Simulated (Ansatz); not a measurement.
An input for Ansatz 0.2.0 (SnTe (puckered monolayer (GeS type))):

```yaml
crystal:
  lattice:
    - [4.5598147535, 0.0, 0.0]
    - [0.0, 4.5599599449, 0.0]
    - [0.0, 0.0, 29.4168237988]
  atoms:
    - { symbol: Sn, position: [0.0552566641, 0.0, 0.3682817467] }
    - { symbol: Te, position: [0.5447433359, 0.5, 0.3766520058] }
    - { symbol: Sn, position: [0.5552566641, 0.5, 0.2776071545] }
    - { symbol: Te, position: [0.0447433359, 0.0, 0.2692368954] }
  periodic: [true, true, false]
kpoints:
  mp_grid: { grid: [4, 4, 1] }
  band_path:
    path:
      - [0.0, 0.0, 0.0]
      - [0.5, 0.0, 0.0]
      - [0.5, 0.5, 0.0]
      - [0.0, 0.5, 0.0]
      - [0.4, 0.0, 0.0]
    npoints: 1
hamiltonian:
  xc: hse06
scf:
  occupations: { method: fixed }
  n_extra_bands: 5
output:
  eigenvalues: true
```

```sh
ansatz run input.yaml --threads 3 --pin off --max-ram 92160MiB --backend cuda --events-out ev --progress --plain --runs-dir out --devices 1 --max-vram 13GiB  # rebuilt from the run's record
```

How long will it take on 1 × NVIDIA H100 80GB HBM3 (shared by 6 runs) with 3 threads of AMD EPYC 7R13 (Zen 3), shared host, and how much memory?

It took 28 s; on shared hardware allow 14 s to 56 s. Peak host memory was 2.0 GiB. The sizes that set the cost: 11947 plane waves a state, 9 irreducible k points and 15 SCF cycles.

Exact exchange couples every pair of k points and filled bands, so it costs far more than a semilocal run.

[Paths, hosts, dates, memory and timing lines, banners, echoed tables and standing remarks are left out of the program output.]

[Logs are printed without paths, hosts, clocks, repeated set-up lines and the standing remarks that a program may print on its own settings, such as how far it seeks lower states.]

[Runs of the session that timed out or met a known fault of the program may be left out.]

[Cells called generated may have been cut or substituted from an entry of the Crystallography Open Database or the Materials Project.]

[Hosts, paths, dates, database ids (printed as entryN), source tags and the programs' standing remarks are cut or masked in the printed files.]
